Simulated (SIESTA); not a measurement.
A run of SIESTA 5.4.2 is set up as follows.

Contents of GaAs.fdf:

```
SystemName                      GaAs
SystemLabel                     GaAs
NumberOfSpecies                 2
NumberOfAtoms                   2
%block ChemicalSpeciesLabel
  1  33 As
  2  31 Ga
%endblock ChemicalSpeciesLabel

LatticeConstant                 1.0 Ang
%block LatticeVectors
     0.0000000000     2.8268500000     2.8268500000
     2.8268500000     0.0000000000     2.8268500000
     2.8268500000     2.8268500000     0.0000000000
%endblock LatticeVectors
AtomicCoordinatesFormat         Fractional
%block AtomicCoordinatesAndAtomicSpecies
     0.7500000000     0.7500000000     0.7500000000  1  As
     0.0000000000     0.0000000000     0.0000000000  2  Ga
%endblock AtomicCoordinatesAndAtomicSpecies

%block kgrid.MonkhorstPack
    8   0   0  0.0
    0   8   0  0.0
    0   0   8  0.0
%endblock kgrid.MonkhorstPack
XC.Functional                   GGA
XC.Authors                      PBEsol
PAO.BasisSize                   DZP
PAO.EnergyShift                 0.003 Ry
Mesh.Cutoff                     800 Ry
OccupationFunction              FD
ElectronicTemperature           0.05 eV
MaxSCFIterations                120
SCF.MustConverge                false
SCF.Mixer.Method                Pulay
SCF.Mixer.Weight                0.25
SCF.Mixer.History               8
SCF.DM.Tolerance                5.0e-05
SCF.H.Tolerance                 1.0e-03 eV
WriteForces                     true
Charge.Mulliken                 end
Charge.Hirshfeld                end
Charge.Voronoi                  end
SaveRho                         true
SaveElectrostaticPotential      true
%block PAO.Basis
  As 4
  n=4 0 2
    5.501 0.000
  n=4 1 2
    7.312 0.000
  n=3 2 2
    2.890 0.000
  n=4 2 1
    7.312
  Ga 4
  n=4 0 2
    6.562 0.000
  n=4 1 2
    9.354 0.000
  n=3 2 2
    3.582 0.000
  n=4 2 1
    9.354
%endblock PAO.Basis
```

Potentials or basis: PseudoDojo 0.4 standard (PBEsol files), DZP (energy shift 0.003 Ry; two zetas on semicore shells).

Launch:

```bash
$ siesta GaAs.fdf > GaAs.out 2>&1
```

Problem. Estimate the band gap on the k mesh.

Solution. 0.59 eV, direct.

Problem. Estimate the pressure.

Solution. 0.9 GPa.

Problem. Predict the Hirshfeld charges.

Solution. As -0.12; Ga +0.12 e.

Problem. Predict the Voronoi charges.

Solution. As -0.13; Ga +0.13 e.

Caveat: the basis of atomic orbitals isn't converged, which shifts pressures, moduli and gaps.

**Experimental background.**

“Evidence of valence band perturbations in GaAsN/GaAs(001): A combined variable-angle spectroscopic ellipsometry and modulated photoreflectance investigation”, 2008, arxiv:0805.2212 reports, for a bulk crystal of GaAs at 300 K: band gap 1.412 ± 0.01 eV (direct).

Against the measured gap of GaAs, 1.412 eV (direct; 300 K; “Evidence of valence band perturbations in GaAsN/GaAs(001): A combined variable-angle spectroscopic ellipsometry and modulated photoreflectance investigation”, 2008, arxiv:0805.2212), the calculated 0.59 eV is off by -0.82 eV. 3 values of this kind are on record (1.412 to 1.51 eV); this one was drawn at random among those near their median, those with a stated uncertainty first. Spin-orbit coupling on As, Ga is left out. The value is that of PBEsol in an atomic basis (PseudoDojo 0.4 standard (PBEsol files), DZP (energy shift 0.003 Ry; two zetas on semicore shells)), whose error adds to the functional's, on a finite k mesh, which can miss the band edges, without temperature or zero-point motion. Semilocal functionals fall short of measured gaps as a rule.
